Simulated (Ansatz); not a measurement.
# Ge (pure Ge, 64 sites, mesh with Gamma, in-plane edges held): the cost of one run

Computed with Ansatz 0.2.0 (DFT PBEsol, scalar-relativistic, plane waves, PAW, and further levels as typed in the inputs, unless a step's input says otherwise).

### 1 Starting point

The structure is triclinic, space group P1 (No. 1). The conventional cell has a = 11.353 Å, b = 11.353 Å, c = 11.353 Å, α = 90.00°, β = 90.00°, γ = 90.00°. Ge (site symmetry 1) is surrounded by 4 Ge at 2.44 to 2.48 Å. Ge (site symmetry 1) is surrounded by 4 Ge at 2.44 to 2.47 Å. Around Ge (site symmetry 1) lie 4 Ge at 2.45 to 2.47 Å. Around Ge (site symmetry 1) lie 4 Ge at 2.44 to 2.46 Å. Around Ge (site symmetry 1) lie 4 Ge at 2.42 to 2.47 Å. Around Ge (site symmetry 1) lie 4 Ge at 2.45 to 2.48 Å. Around Ge (site symmetry 1) lie 4 Ge at 2.46 to 2.47 Å. Only part of the 64 independent sites is listed.

Structure file:

```cif
data_structure
_symmetry_space_group_name_H-M 'P 1'
_symmetry_Int_Tables_number 1
_cell_length_a 11.3535
_cell_length_b 11.3535
_cell_length_c 11.3535
_cell_angle_alpha 90.000
_cell_angle_beta 90.000
_cell_angle_gamma 90.000
_cell_volume 1463.48
loop_
_atom_site_label
_atom_site_type_symbol
_atom_site_fract_x
_atom_site_fract_y
_atom_site_fract_z
_atom_site_occupancy
Ge1 Ge 0.00039 0.99971 0.00214 1
Ge2 Ge 0.99978 0.25010 0.25139 1
Ge3 Ge 0.24920 0.99948 0.25017 1
Ge4 Ge 0.24971 0.24895 0.99982 1
Ge5 Ge 0.12468 0.12553 0.12353 1
Ge6 Ge 0.12438 0.37601 0.37664 1
Ge7 Ge 0.37367 0.12557 0.37414 1
Ge8 Ge 0.37425 0.37423 0.12463 1
Ge9 Ge 0.00088 0.00063 0.50005 1
Ge10 Ge 0.99968 0.25000 0.74991 1
Ge11 Ge 0.25070 0.99944 0.74999 1
Ge12 Ge 0.24991 0.24995 0.50022 1
Ge13 Ge 0.12517 0.12618 0.62492 1
Ge14 Ge 0.12638 0.37473 0.87458 1
Ge15 Ge 0.37509 0.12531 0.87524 1
Ge16 Ge 0.37614 0.37600 0.62544 1
Ge17 Ge 0.99970 0.49991 0.00124 1
Ge18 Ge 0.00019 0.74885 0.24939 1
Ge19 Ge 0.24949 0.50101 0.24991 1
Ge20 Ge 0.25199 0.75058 0.00011 1
Ge21 Ge 0.12462 0.62586 0.12479 1
Ge22 Ge 0.12427 0.87550 0.37501 1
Ge23 Ge 0.37605 0.62494 0.37248 1
Ge24 Ge 0.37570 0.87335 0.12636 1
Ge25 Ge 0.00160 0.49962 0.49897 1
Ge26 Ge 0.99877 0.75077 0.74982 1
Ge27 Ge 0.24947 0.49979 0.75184 1
Ge28 Ge 0.25031 0.75066 0.50068 1
Ge29 Ge 0.12590 0.62593 0.62437 1
Ge30 Ge 0.12481 0.87433 0.87437 1
Ge31 Ge 0.37601 0.62456 0.87493 1
Ge32 Ge 0.37439 0.87448 0.62569 1
Ge33 Ge 0.49961 0.99958 0.00043 1
Ge34 Ge 0.50044 0.25070 0.25015 1
Ge35 Ge 0.74846 0.00056 0.25044 1
Ge36 Ge 0.75090 0.24925 0.00222 1
Ge37 Ge 0.62391 0.12564 0.12504 1
Ge38 Ge 0.62457 0.37572 0.37475 1
Ge39 Ge 0.87294 0.12397 0.37540 1
Ge40 Ge 0.87697 0.37370 0.12499 1
Ge41 Ge 0.50128 0.00053 0.49967 1
Ge42 Ge 0.49875 0.24843 0.74934 1
Ge43 Ge 0.74968 0.99802 0.74851 1
Ge44 Ge 0.75027 0.24964 0.49934 1
Ge45 Ge 0.62464 0.12428 0.62582 1
Ge46 Ge 0.62644 0.37683 0.87563 1
Ge47 Ge 0.87566 0.12629 0.87653 1
Ge48 Ge 0.87629 0.37607 0.62444 1
Ge49 Ge 0.49859 0.50077 0.99992 1
Ge50 Ge 0.49995 0.74922 0.24885 1
Ge51 Ge 0.75124 0.50041 0.24906 1
Ge52 Ge 0.75034 0.75027 0.00046 1
Ge53 Ge 0.62697 0.62497 0.12387 1
Ge54 Ge 0.62503 0.87443 0.37548 1
Ge55 Ge 0.87519 0.62531 0.37450 1
Ge56 Ge 0.87536 0.87455 0.12546 1
Ge57 Ge 0.49973 0.49901 0.50044 1
Ge58 Ge 0.49938 0.75127 0.75039 1
Ge59 Ge 0.75041 0.50009 0.74995 1
Ge60 Ge 0.74790 0.75108 0.49928 1
Ge61 Ge 0.62584 0.62444 0.62487 1
Ge62 Ge 0.62480 0.87409 0.87485 1
Ge63 Ge 0.87542 0.62464 0.87389 1
Ge64 Ge 0.87450 0.87522 0.62601 1
```

### 2 Relaxing cell and atoms: Ge64 defect cell, no spin

The input, input.yaml:

```yaml
crystal:
  lattice:
    - [11.35347024, 0.0, 0.0]
    - [0.0, 11.35347024, 0.0]
    - [0.0, 0.0, 11.35347024]
  atoms:
    - { symbol: Ge, position: [0.0003886279, -0.0002914264, 0.002140994] }
    - { symbol: Ge, position: [-0.0002220397, 0.250096543, 0.2513938303] }
    - { symbol: Ge, position: [0.249199159, -0.0005211065, 0.2501652387] }
    - { symbol: Ge, position: [0.2497094545, 0.2489494273, -0.0001804528] }
    - { symbol: Ge, position: [0.1246839478, 0.1255315305, 0.1235336743] }
    - { symbol: Ge, position: [0.1243832907, 0.3760141313, 0.3766359148] }
    - { symbol: Ge, position: [0.3736689712, 0.1255679739, 0.3741362924] }
    - { symbol: Ge, position: [0.374245294, 0.3742320593, 0.1246278601] }
    - { symbol: Ge, position: [0.0008776522, 0.0006274921, 0.5000520935] }
    - { symbol: Ge, position: [-0.0003199999, 0.2500028968, 0.7499066977] }
    - { symbol: Ge, position: [0.2506985118, -0.0005562807, 0.7499945436] }
    - { symbol: Ge, position: [0.2499109809, 0.2499539276, 0.5002195079] }
    - { symbol: Ge, position: [0.1251740966, 0.1261757186, 0.624923481] }
    - { symbol: Ge, position: [0.1263753789, 0.3747306083, 0.8745792199] }
    - { symbol: Ge, position: [0.375088729, 0.1253130659, 0.8752374714] }
    - { symbol: Ge, position: [0.3761379458, 0.3760035196, 0.6254354972] }
    - { symbol: Ge, position: [-0.0002962409, 0.4999113801, 0.001244904] }
    - { symbol: Ge, position: [0.000194878, 0.7488454868, 0.2493926392] }
    - { symbol: Ge, position: [0.2494913333, 0.5010148481, 0.2499056113] }
    - { symbol: Ge, position: [0.2519906749, 0.7505783425, 0.0001099284] }
    - { symbol: Ge, position: [0.1246162372, 0.6258562838, 0.1247879845] }
    - { symbol: Ge, position: [0.124274122, 0.8755004045, 0.3750112374] }
    - { symbol: Ge, position: [0.3760473104, 0.6249351799, 0.3724812212] }
    - { symbol: Ge, position: [0.3756952644, 0.8733461084, 0.1263553179] }
    - { symbol: Ge, position: [0.0016042361, 0.4996238759, 0.4989741446] }
    - { symbol: Ge, position: [-0.001230526, 0.7507686237, 0.7498219767] }
    - { symbol: Ge, position: [0.2494729718, 0.4997855989, 0.7518395386] }
    - { symbol: Ge, position: [0.2503055624, 0.7506568273, 0.5006842909] }
    - { symbol: Ge, position: [0.1258970131, 0.6259348256, 0.6243742297] }
    - { symbol: Ge, position: [0.1248104652, 0.8743299315, 0.874373616] }
    - { symbol: Ge, position: [0.3760054263, 0.6245580598, 0.8749302844] }
    - { symbol: Ge, position: [0.3743897669, 0.874477338, 0.6256942705] }
    - { symbol: Ge, position: [0.4996076706, -0.0004246457, 0.0004347197] }
    - { symbol: Ge, position: [0.5004408232, 0.2506979563, 0.2501504073] }
    - { symbol: Ge, position: [0.7484553261, 0.0005551576, 0.2504389224] }
    - { symbol: Ge, position: [0.7508967634, 0.2492544406, 0.002220297] }
    - { symbol: Ge, position: [0.6239145291, 0.1256402917, 0.1250404768] }
    - { symbol: Ge, position: [0.6245709394, 0.3757188396, 0.3747521197] }
    - { symbol: Ge, position: [0.8729428124, 0.1239718752, 0.3754030997] }
    - { symbol: Ge, position: [0.8769711732, 0.3736953247, 0.1249850748] }
    - { symbol: Ge, position: [0.5012777887, 0.0005345241, 0.4996691577] }
    - { symbol: Ge, position: [0.498747586, 0.2484311834, 0.7493412536] }
    - { symbol: Ge, position: [0.7496755093, -0.0019809962, 0.7485082314] }
    - { symbol: Ge, position: [0.7502674499, 0.2496397645, 0.4993351543] }
    - { symbol: Ge, position: [0.624641062, 0.1242842499, 0.6258169451] }
    - { symbol: Ge, position: [0.6264444518, 0.3768264156, 0.8756251814] }
    - { symbol: Ge, position: [0.875658083, 0.1262886769, 0.8765312048] }
    - { symbol: Ge, position: [0.8762905348, 0.3760677646, 0.6244410057] }
    - { symbol: Ge, position: [0.4985910048, 0.5007725856, -8.26465e-05] }
    - { symbol: Ge, position: [0.4999509656, 0.7492166089, 0.2488541376] }
    - { symbol: Ge, position: [0.7512350115, 0.5004096554, 0.2490619321] }
    - { symbol: Ge, position: [0.7503438778, 0.750269169, 0.0004596388] }
    - { symbol: Ge, position: [0.6269670381, 0.6249694348, 0.1238729233] }
    - { symbol: Ge, position: [0.6250321863, 0.8744306969, 0.375483172] }
    - { symbol: Ge, position: [0.8751854433, 0.6253051946, 0.3745005482] }
    - { symbol: Ge, position: [0.8753643633, 0.8745505726, 0.1254555958] }
    - { symbol: Ge, position: [0.4997348783, 0.4990149211, 0.5004390936] }
    - { symbol: Ge, position: [0.499378081, 0.7512717531, 0.7503901505] }
    - { symbol: Ge, position: [0.7504119491, 0.5000892633, 0.7499477235] }
    - { symbol: Ge, position: [0.7478978253, 0.7510764731, 0.4992831161] }
    - { symbol: Ge, position: [0.6258422639, 0.6244376076, 0.624873936] }
    - { symbol: Ge, position: [0.6248025363, 0.8740853059, 0.8748487607] }
    - { symbol: Ge, position: [0.87541956, 0.6246351968, 0.8738866106] }
    - { symbol: Ge, position: [0.8744951186, 0.8752200361, 0.6260104418] }
scf:
  occupations: { method: gaussian, width: 0.05 }
output:
  forces: true
  stress: false
  eigenvalues: true
hamiltonian:
  xc: pbesol
relax:
  f_tol: 0.01
  max_steps: 80
  cell: { stress_tol: 0.03, fix: [a, b, angles] }
kpoints:
  mp_grid: { grid: [2, 2, 2] }
```

Command:

```bash
ansatz run input.yaml --threads 8 --pin off --max-ram 24576MiB --backend cpu --events-out ev --progress --plain --runs-dir out
```

What time and memory should one allow on 8 threads of AMD EPYC 7R13 (Zen 3), shared host?

About 6.8 min, with a peak of 18 GiB.
